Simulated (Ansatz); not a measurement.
# HfO₂: the change of pressure with volume per atom

Periodic Kohn-Sham DFT of a crystal at fixed atoms; pressure and stress are positive in compression; the energy is the free energy less that of spherical unpolarised free atoms; site moments are those in the method's own spheres, positive along +z. The results are calculated, by Ansatz 0.2.0.

Cell of the first row (space group Fm-3m, No. 225):
```
HfO2
1.0
      0.0000     2.5053     2.5053
      2.5053     0.0000     2.5053
      2.5053     2.5053     0.0000
Hf O
1 2
Direct
  0.00000 0.00000 0.00000
  0.25000 0.25000 0.25000
  0.75000 0.75000 0.75000
```

Settings of every row: method frozen-core PAW; functional PBE; relativity scalar; k mesh 9x9x9; filling fermi-dirac; smearing width 0.01 eV; wave cutoff 420 eV; paw set soft_2.

Atom start moment: 0 on all atoms.

Limits: no spin-orbit coupling on heavy atoms.

| row | volume per atom (Å³) | pressure (GPa) |
| --- | --- | --- |
| 1 | 10.483 | 14.15 |
| 2 | 10.706 | 8.021 |
| 3 | 10.929 | 2.506 |
| 4 | 11.041 | -0.043 |
| 5 | 11.152 | -2.46 |
| 6 | 11.264 | ? |
| 7 | 11.375 | -6.924 |
| 8 | 11.598 | -10.953 |
| 9 | 11.821 | -14.582 |

Question: what pressure should row 6 give?

Worked fit of pressure. Take u = (V_r/V)^(2/3) − 1 with V_r = 11.096 Å³ an atom, which is twice the finite (Eulerian) strain; such expansions in the strain, on which the Birch-Murnaghan equation of state is built, carry the rest volume and the bulk modulus. The shown rows have u = 0.03861, 0.02414, 0.01016, 0.00332, -0.00335, -0.01642, -0.02907, -0.04132. Least squares give pressure = −1.2573 + 360.719 × u + 960.19 × u² + 839 × u³ GPa; a parabola predicts inner rows, each left out in turn, worse (root mean square 0.014 against 0.0046 GPa). The rows lie off it by 0.000, -0.001, -0.002, 0.006, -0.005, 0.001, 0.000, 0.000 (root mean square 0.0029 GPa). The pressure vanishes at u = 0.0035, or V = 11.04 Å³ an atom, and there the bulk modulus at fixed shape and fractions is B = −V dP/dV = (2/3)(1 + u) dP/du = 246 GPa. The withheld row has u = -0.00997, so the fit gives −1.2573 + 360.719 × (-0.00997) + 960.19 × (-0.00997)² + 839 × (-0.00997)³ = -4.759 GPa.

The calculation gave -4.75 GPa. The fit lies 0.009 GPa (0.031 % of the column's range) below it; its largest miss of a shown row is 0.006 GPa.
